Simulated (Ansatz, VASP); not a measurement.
## GaP in VASP and in Ansatz

```
CELL_PARAMETERS angstrom
0.00000 2.72525 2.72525
2.72525 0.00000 2.72525
2.72525 2.72525 0.00000
ATOMIC_POSITIONS crystal
Ga 0.00000 0.00000 0.00000
P 0.25000 0.25000 0.25000
```

Alike in both runs: task single point; functional PBE; k mesh 8 × 8 × 8; no spin polarisation.

|  | VASP | Ansatz |
| --- | --- | --- |
| version | VASP 6.6.1 | Ansatz 0.2.0 |
| potentials or method | VASP PAW PBE potentials, release 64 (Ga_d, P) | plane waves, PAW |
| plane-wave cutoff (eV) | 520 | 510 |
| occupations | gaussian, width 0.01 eV | fixed |
| valence electrons in the cell | 18 | 18 |

```tsv
	VASP	Ansatz	Ansatz less VASP
gap on the k mesh at the Fermi level (eV)	1.64	1.64	+0.001
pressure (GPa)	2.5	2.5	+0.02
```

A k mesh can miss the band edges.
